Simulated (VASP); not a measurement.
# LiBr in VASP 6.6.1, single-point calculation

INCAR

```
NELM = 90
GGA = PE
NBANDS = 12
NELECT = 11
NSW = 0
LCHARG = .FALSE.
IBRION = -1
SIGMA = 0.02
PREC = Single
ISIF = 2
ENCUT = 520
LWAVE = .FALSE.
LASPH = .TRUE.
ISMEAR = -1
LREAL = .FALSE.
EDIFF = 1E-7
NELMIN = 4
```

KPOINTS

```
KPOINTS created by Atomic Simulation Environment
0
Gamma
8 8 8
0 0 0
```

POSCAR

```
Li Br
 1.0000000000000000
     0.0000000000000000    2.7395485815746743    2.7395485815746743
     2.7395485815746743    0.0000000000000000    2.7395485815746743
     2.7395485815746743    2.7395485815746743    0.0000000000000000
 Li  Br
   1   1
Cartesian
  0.0000000000000000 -0.0000000000000000  0.0000000000000000
  2.7395485815746743  2.7395485815746743  2.7395485815746743
```

The recommended PBE PAW datasets give the neutral cell 10 valence electrons.

Command

```
mpirun -np 1 vasp_std
```

OSZICAR

```
N       E                     dE             d eps       ncg     rms          rms(c)
DAV:   1     0.511198329302E+02    0.51120E+02   -0.42029E+03   696   0.803E+02
DAV:   2     0.283478805879E+01   -0.48285E+02   -0.46370E+02   872   0.146E+02
DAV:   3    -0.206482597116E-01   -0.28554E+01   -0.27906E+01   940   0.361E+01
DAV:   4    -0.104037309285E+00   -0.83389E-01   -0.83138E-01   940   0.591E+00
DAV:   5    -0.104694312930E+00   -0.65700E-03   -0.65696E-03   880   0.526E-01    0.219E+01
DAV:   6    -0.302851393497E+00   -0.19816E+00   -0.52646E-01   816   0.327E+00    0.121E+01
DAV:   7    -0.304545045179E+00   -0.16937E-02   -0.16507E-02   808   0.865E-01    0.176E+00
DAV:   8    -0.304711360323E+00   -0.16632E-03   -0.45342E-04  1012   0.139E-01    0.183E-01
DAV:   9    -0.304733804831E+00   -0.22445E-04   -0.27890E-05   800   0.373E-02    0.856E-02
DAV:  10    -0.304742508808E+00   -0.87040E-05   -0.97915E-06   820   0.234E-02    0.130E-02
DAV:  11    -0.304739001720E+00    0.35071E-05   -0.43913E-06   924   0.118E-02    0.704E-03
DAV:  12    -0.304737752511E+00    0.12492E-05   -0.32232E-07   832   0.375E-03    0.528E-03
DAV:  13    -0.304738371610E+00   -0.61910E-06   -0.32360E-07   760   0.280E-03    0.455E-04
DAV:  14    -0.304738257661E+00    0.11395E-06   -0.16933E-08   408   0.798E-04    0.383E-04
DAV:  15    -0.304738241335E+00    0.16326E-07   -0.11241E-09   416   0.232E-04
   1 F= -.30473824E+00 E0= -.30343200E+00  d E =-.261248E-02
```

From OUTCAR

```
k-points           NKPTS =     29   k-points in BZ     NKDIM =     29   number of bands    NBANDS=     12

   NELECT =      11.0000    total number of electrons

   dimension x,y,z NGX =    30 NGY =   30 NGZ =   30
   dimension x,y,z NGXF=    30 NGYF=   30 NGZF=   30

  energy-cutoff  :      520.00
  volume of cell :       41.12
      direct lattice vectors                 reciprocal lattice vectors
     0.000000000  2.739548582  2.739548582    -0.182511821  0.182511821  0.182511821
     2.739548582  0.000000000  2.739548582     0.182511821 -0.182511821  0.182511821
     2.739548582  2.739548582  0.000000000     0.182511821  0.182511821 -0.182511821

 k-points in reciprocal lattice and weights: KPOINTS created by Atomic Simulation Env
   0.00000000  0.00000000  0.00000000       0.002
   0.12500000  0.00000000  0.00000000       0.016
   0.25000000  0.00000000  0.00000000       0.016
   0.37500000  0.00000000  0.00000000       0.016
   0.50000000  0.00000000  0.00000000       0.008
   0.12500000  0.12500000  0.00000000       0.012
   0.25000000  0.12500000  0.00000000       0.047
   0.37500000  0.12500000  0.00000000       0.047
   ...

 E-fermi :   6.4094

 k-point     1 :       0.0000    0.0000    0.0000
  band No.  band energies     occupation
      1     -43.6094      2.00000
      2     -13.5452      2.00000
      3      -0.0287      2.00000
      4      -0.0286      2.00000
      5      -0.0286      2.00000
      6       4.4586      2.00000
      7      10.1484      0.00000
      8      10.1484      0.00000
      9      10.1484      0.00000
     10      11.9216      0.00000
     11      11.9234      0.00000
     12      11.9234      0.00000

 k-point     2 :       0.1250    0.0000    0.0000
  band No.  band energies     occupation
      1     -43.6093      2.00000
      2     -13.4774      2.00000
      3      -0.6759      2.00000
      4      -0.0743      2.00000
      5      -0.0743      2.00000
      6       5.0214      2.00000
      7       9.3521      0.00000
      8       9.9907      0.00000
      9       9.9912      0.00000
     10      11.1134      0.00000
     11      11.1140      0.00000
     12      12.2423      0.00000

 k-point     3 :       0.2500    0.0000    0.0000
  band No.  band energies     occupation
      1     -43.6088      2.00000
      2     -13.3051      2.00000
      3      -1.8454      2.00000
      4      -0.1776      2.00000
      5      -0.1775      2.00000
      6       5.5095      2.00000
      7       8.8747      0.00000
      8       8.8754      0.00000
      9       9.3572      0.00000
     10      12.0553      0.00000
     11      12.0555      0.00000
     12      12.5682      0.00000

 k-point     4 :       0.3750    0.0000    0.0000
  band No.  band energies     occupation
      1     -43.6084      2.00000
      2     -13.1188      2.00000
      3      -2.7721      2.00000
      4      -0.2719      2.00000
      5      -0.2719      2.00000
      6       5.2797      2.00000
      7       8.0547      0.00000
      8       8.0554      0.00000
      9      10.6761      0.00000
     10      12.9895      0.00000
     11      13.8619      0.00000
     12      13.8621      0.00000

 ...

  Total        9.4194421      9.4194421      9.4194421      0.0000000     -0.0000000     -0.0000000
  in kB      367.0022686    367.0022686    367.0022686      0.0000000     -0.0000000     -0.0000000
  external PRESSURE =     367.0022686 kB  Pullay stress =       0.0000000 kB

 POSITION                                       TOTAL-FORCE (eV/Angst)
 -----------------------------------------------------------------------------------
      0.00000      0.00000      0.00000        -0.000000      0.000000      0.000000
      2.73955      2.73955      2.73955         0.000000     -0.000000     -0.000000
 -----------------------------------------------------------------------------------
    total drift:                                0.000000      0.000000      0.000000

  FREE ENERGIE OF THE ION-ELECTRON SYSTEM (eV)
  ---------------------------------------------------
  free  energy   TOTEN  =        -0.3047382413 eV

  energy  without entropy=       -0.3021257572  energy(sigma->0) =       -0.30343200
```

It converged. Results: pressure 36.7 GPa.

The cell is charged and sits in a uniform background.

For comparison, a separate PBE run of the intended cell, on usual settings and not on those above, gives a gap of 5.00 eV on its mesh and a pressure of 0.4 GPa.

The run above took about 17 s on one core of a shared host (Intel Xeon Platinum 8488C) and held 0.13 GiB at most.
